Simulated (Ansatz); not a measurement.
# Residual resistivity of an alloy: Rh(111) with 4 layers of random Rh-Zn, 2x2, part 2 of 2

Aim: the residual resistivity of a random alloy, from Rh(111) with 4 layers of random Rh-Zn, 2x2 and longer regions.

Ansatz 0.2.0; Ansatz plane-wave DFT, PBE, PAW files; ballistic transport by layer matching (Landauer), zero bias; PAW set soft_1.

So far. Step 3 (With 8 alloy layers): Over the solved energies the transmission per spin lies between 3.29 and 3.39, out of 6.93 channels of the lead on average (up to 7.04). The log calls the step of a lead's potential too much.

### Step 4. With 12 alloy layers

In 12 layers a share of 0.125 of the sites is given to Zn at random. A fresh draw is used; the growth of the resistance with length is what counts.

System of this step: Rh(111) with 12 layers of random Rh-Zn, 2x2. The cell holds 72 atoms: 66 Rh and 6 Zn. Its edges and angles: a = 5.378 Å, b = 5.378 Å, c = 39.523 Å, α = 90.0°, β = 90.0°, γ = 120.0°. It derives from Rh. Regions: lead, 24 atoms (24 Rh); scattering region, 48 atoms (42 Rh and 6 Zn). The structure is stacked along c, and the current runs across the ab planes.

Input file input.yaml:

```yaml
crystal:
  lattice:
    - [5.3783955991, 0.0, 0.0]
    - [-2.6891977995, 4.6578272204, 0.0]
    - [0.0, 0.0, 39.5229745576]
  atoms:
    - { symbol: Rh, position: [0.0, 0.0, 0.0277777778] }
    - { symbol: Rh, position: [0.0, 0.5, 0.0277777778] }
    - { symbol: Rh, position: [0.5, 0.0, 0.0277777778] }
    - { symbol: Rh, position: [0.5, 0.5, 0.0277777778] }
    - { symbol: Rh, position: [0.1666666667, 0.3333333333, 0.0833333333] }
    - { symbol: Rh, position: [0.1666666667, 0.8333333333, 0.0833333333] }
    - { symbol: Rh, position: [0.6666666667, 0.3333333333, 0.0833333333] }
    - { symbol: Rh, position: [0.6666666667, 0.8333333333, 0.0833333333] }
    - { symbol: Rh, position: [0.3333333333, 0.1666666667, 0.1388888889] }
    - { symbol: Rh, position: [0.3333333333, 0.6666666667, 0.1388888889] }
    - { symbol: Rh, position: [0.8333333333, 0.1666666667, 0.1388888889] }
    - { symbol: Rh, position: [0.8333333333, 0.6666666667, 0.1388888889] }
    - { symbol: Rh, position: [0.0, 0.0, 0.1944444444] }
    - { symbol: Rh, position: [0.0, 0.5, 0.1944444444] }
    - { symbol: Rh, position: [0.5, 0.0, 0.1944444444] }
    - { symbol: Rh, position: [0.5, 0.5, 0.1944444444] }
    - { symbol: Rh, position: [0.1666666667, 0.3333333333, 0.25] }
    - { symbol: Rh, position: [0.1666666667, 0.8333333333, 0.25] }
    - { symbol: Rh, position: [0.6666666667, 0.3333333333, 0.25] }
    - { symbol: Rh, position: [0.6666666667, 0.8333333333, 0.25] }
    - { symbol: Rh, position: [0.3333333333, 0.1666666667, 0.3055555556] }
    - { symbol: Rh, position: [0.3333333333, 0.6666666667, 0.3055555556] }
    - { symbol: Rh, position: [0.8333333333, 0.1666666667, 0.3055555556] }
    - { symbol: Rh, position: [0.8333333333, 0.6666666667, 0.3055555556] }
    - { symbol: Rh, position: [0.0, 0.0, 0.3611111111] }
    - { symbol: Zn, position: [0.0, 0.5, 0.3611111111] }
    - { symbol: Rh, position: [0.5, 0.0, 0.3611111111] }
    - { symbol: Rh, position: [0.5, 0.5, 0.3611111111] }
    - { symbol: Rh, position: [0.1666666667, 0.3333333333, 0.4166666667] }
    - { symbol: Rh, position: [0.1666666667, 0.8333333333, 0.4166666667] }
    - { symbol: Rh, position: [0.6666666667, 0.3333333333, 0.4166666667] }
    - { symbol: Zn, position: [0.6666666667, 0.8333333333, 0.4166666667] }
    - { symbol: Rh, position: [0.3333333333, 0.1666666667, 0.4722222222] }
    - { symbol: Rh, position: [0.3333333333, 0.6666666667, 0.4722222222] }
    - { symbol: Zn, position: [0.8333333333, 0.1666666667, 0.4722222222] }
    - { symbol: Rh, position: [0.8333333333, 0.6666666667, 0.4722222222] }
    - { symbol: Rh, position: [0.0, 0.0, 0.5277777778] }
    - { symbol: Zn, position: [0.0, 0.5, 0.5277777778] }
    - { symbol: Rh, position: [0.5, 0.0, 0.5277777778] }
    - { symbol: Rh, position: [0.5, 0.5, 0.5277777778] }
    - { symbol: Rh, position: [0.1666666667, 0.3333333333, 0.5833333333] }
    - { symbol: Rh, position: [0.1666666667, 0.8333333333, 0.5833333333] }
    - { symbol: Zn, position: [0.6666666667, 0.3333333333, 0.5833333333] }
    - { symbol: Rh, position: [0.6666666667, 0.8333333333, 0.5833333333] }
    - { symbol: Rh, position: [0.3333333333, 0.1666666667, 0.6388888889] }
    - { symbol: Rh, position: [0.3333333333, 0.6666666667, 0.6388888889] }
    - { symbol: Rh, position: [0.8333333333, 0.1666666667, 0.6388888889] }
    - { symbol: Rh, position: [0.8333333333, 0.6666666667, 0.6388888889] }
    - { symbol: Rh, position: [0.0, 0.0, 0.6944444444] }
    - { symbol: Zn, position: [0.0, 0.5, 0.6944444444] }
    - { symbol: Rh, position: [0.5, 0.0, 0.6944444444] }
    - { symbol: Rh, position: [0.5, 0.5, 0.6944444444] }
    - { symbol: Rh, position: [0.1666666667, 0.3333333333, 0.75] }
    - { symbol: Rh, position: [0.1666666667, 0.8333333333, 0.75] }
    - { symbol: Rh, position: [0.6666666667, 0.3333333333, 0.75] }
    - { symbol: Rh, position: [0.6666666667, 0.8333333333, 0.75] }
    - { symbol: Rh, position: [0.3333333333, 0.1666666667, 0.8055555556] }
    - { symbol: Rh, position: [0.3333333333, 0.6666666667, 0.8055555556] }
    - { symbol: Rh, position: [0.8333333333, 0.1666666667, 0.8055555556] }
    - { symbol: Rh, position: [0.8333333333, 0.6666666667, 0.8055555556] }
    - { symbol: Rh, position: [0.0, 0.0, 0.8611111111] }
    - { symbol: Rh, position: [0.0, 0.5, 0.8611111111] }
    - { symbol: Rh, position: [0.5, 0.0, 0.8611111111] }
    - { symbol: Rh, position: [0.5, 0.5, 0.8611111111] }
    - { symbol: Rh, position: [0.1666666667, 0.3333333333, 0.9166666667] }
    - { symbol: Rh, position: [0.1666666667, 0.8333333333, 0.9166666667] }
    - { symbol: Rh, position: [0.6666666667, 0.3333333333, 0.9166666667] }
    - { symbol: Rh, position: [0.6666666667, 0.8333333333, 0.9166666667] }
    - { symbol: Rh, position: [0.3333333333, 0.1666666667, 0.9722222222] }
    - { symbol: Rh, position: [0.3333333333, 0.6666666667, 0.9722222222] }
    - { symbol: Rh, position: [0.8333333333, 0.1666666667, 0.9722222222] }
    - { symbol: Rh, position: [0.8333333333, 0.6666666667, 0.9722222222] }
kpoints:
  mp_grid: { grid: [5, 5, 1] }
hamiltonian:
  xc: pbe
  pseudopotentials: { kind: paw, azcp: { folder: soft_1 } }
scf:
  occupations: { method: fermi_dirac, width: 0.1 }
output:
  transmission:
    leads: [[0, 4]]
    kmesh: [10, 10]
    e_range: [-0.05, 0.05]
    de: 0.05
  write_potential: true
  write_density: true
  volumetric_format: npy
```

Launch:

```
> ansatz run input.yaml --threads 4 --pin off --max-ram 15360MiB --backend cpu --events-out ev --progress --plain --runs-dir out
```

Numbers of over 12 decimals in the logs are rounded to 6 here.

What it wrote:

```text
[...]
Crystal: 72 atoms, lattice volume = 990.115 Å³
Basis set: ecut = 420 eV, 19231 PW (Γ)
Bands: 717, of which v1, the nominal top of the filled ones, is band 597 counted from 1 (596 counted from 0)
Symmetry: 1 space group operations
[...]
k-points: 13 of 25 (time reversal used)
[...]
SCF iter   1: F=—  HF=-442550.764667 eV  |F-HF|=—  |Δ(HF+E_count)|=         —  Δρ=1.19e-1  dr2=1.69e2  ethr=3.10e-3  ⟨swp⟩=5.8  Hψ=31062  notcnv=0  defer=477
[...]
SCF iter  13: F=-442512.680686 eV  HF=-442512.680686 eV  |F-HF|=8.67e-8  |Δ(HF+E_count)|=   9.55e-9  Δρ=2.15e-6  dr2=7.44e-8  ethr=8.38e-12  ⟨swp⟩=8.4  Hψ=26160  notcnv=0
SCF 1 converged in 13 iterations: F = -442512.680686 eV  dr2 = 7.44e-8
[...]
transmission: 366 of 3640 steps passed
transmission: 728 of 3640 steps passed
[...]
transmission: 3640 of 3640 steps passed
SCF converged after 13 iterations
Free energy (F): -442512.680686 eV
[...]
Internal energy: -442509.762727 eV  (E = F + TS)
E sigma→0 (E₀):  -442511.221707 eV
Entropy (-TS):   -2.917959 eV (-40.527 meV/atom)
Fermi energy:    21.435451 eV
[...]
--- Band table (eV; the first three rows and the last of 13) ---
  k-point 0: bands = [... 593 lower, 22.0047, 22.0051, 22.0052, 22.0092, 22.0182, 22.0191, 22.0198, 22.0202, ... 116 higher]
  k-point 1: bands = [... 593 lower, 21.6338, 21.6520, 21.6659, 21.6793, 21.6945, 21.7090, 21.7294, 21.7398, ... 116 higher]
  k-point 2: bands = [... 593 lower, 21.0382, 21.0436, 21.0623, 21.0974, 21.1217, 21.1535, 21.1978, 21.2277, ... 116 higher]
  k-point 12: bands = [... 593 lower, 21.3862, 21.4050, 21.4250, 21.4479, 21.4550, 21.4716, 21.4740, 21.4965, ... 116 higher]
--- Transmission ---
  basis      : 211 plane waves across, 70 finite elements along
  points     : 52, standing for a mesh of 10 x 10
[...]
channels       : 7.200000e0 a spin
[...]
junction   : crystal 0 to crystal 0, 1.50 to 38.82 Å
    transmission   : 2.255596e0 a spin
[...]
```

It took 26 min on 4 threads of Arm Neoverse V1, shared host; peak memory 9.5 GiB; 1.6 h of CPU time.

Numbers from this step:

```
free energy                                    : -442512.6807 eV
energy at zero smearing                        : -442511.2217 eV
Fermi energy                                   : 21.44 eV
transmission per spin nearest the Fermi level  : 2.256
open channels per spin nearest the Fermi level : 7.2
step of the lead's potential                   : 3.5 meV
```

Per spin. The transmission, zone mean by energy, zero at the Fermi level:

| energy (eV) | transmission, zone mean |
| --- | --- |
| -0.0500 | 2.22 |
| 0.0000 | 2.26 |
| 0.0500 | 2.27 |

Over the solved energies the transmission per spin lies between 2.22 and 2.27, out of 7 channels of the lead on average (up to 7.2).

### Step 5. Resistance against length

This step: Ansatz plane-wave DFT, PBE, PAW files; ballistic transport by layer matching (Landauer), zero bias; residual resistivity from the slope of the area resistance, atoms on the host's lattice; PAW set soft_1 (Ansatz 0.2.0).

This step gave:

```yaml
resistivity: 28.85 µΩ cm
intercept: 0.1432 fΩ m²
scatter_about_the_fit: 0.1036 fΩ m²
```

Resistance, by row:

| run | length (Å) | T | channels N | RA (fΩ m²) |
| --- | --- | --- | --- | --- |
| n4 | 8.783 | 3.47 | 7 | 0.4699 |
| n8 | 17.57 | 3.332 | 6.927 | 0.5035 |
| n12 | 26.35 | 2.248 | 7 | 0.9766 |

Area resistance against length of the alloy:

| length of the alloy (Å) | area resistance (fΩ m²) |
| --- | --- |
| 8.78 | 0.470 |
| 17.57 | 0.504 |
| 26.35 | 0.977 |

The area resistance goes from 0.47 to 0.98 fΩ m² between 8.8 and 26.3 Å, a slope of 29 µΩ cm.

By hand from the end points: (0.9766 − 0.4699) fΩ m² / (26.35 − 8.78) Å = 29 µΩ cm, since 1 fΩ m² per Å is 1000 µΩ cm.

### Step 6. Outcome

```
resistivity from the slope  : 28.9 µΩ cm
area resistance over 8.78 Å : 0.470 fΩ m²
area resistance over 17.6 Å : 0.504 fΩ m²
area resistance over 26.3 Å : 0.977 fΩ m²
```

The slope gives 29 µΩ cm. The points scatter by 0.10 fΩ m² about the line, with one random draw a length in a 2x2 cell, so the slope is a rough value. The lead's own channel count moves between the runs (7, 6.93 and 7), which shifts RA and the slope too. Read with a model of isotropic scattering on a spherical Fermi surface and the lead's 2.2×10¹⁵ S/m², this slope means a mean free path near 12 Å; over these lengths the model's slope is within 3 % of its bulk resistivity. The draw over the shortest length came out nearly ordered, with 8 symmetry operations, so that point is a poor sample of a random alloy. The atoms sit on the host's lattice, so scattering by size misfit is left out. A lead's potential steps by up to 35 meV from period to period, which the log calls too much, so longer leads could move the result.

[Logs are printed without paths, hosts, clocks, repeated set-up lines and the standing remarks that a program may print on its own settings, such as how far it seeks lower states.]

[Hosts, paths, dates, database ids (printed as entryN), source tags and the programs' standing remarks are cut or masked in the printed files.]
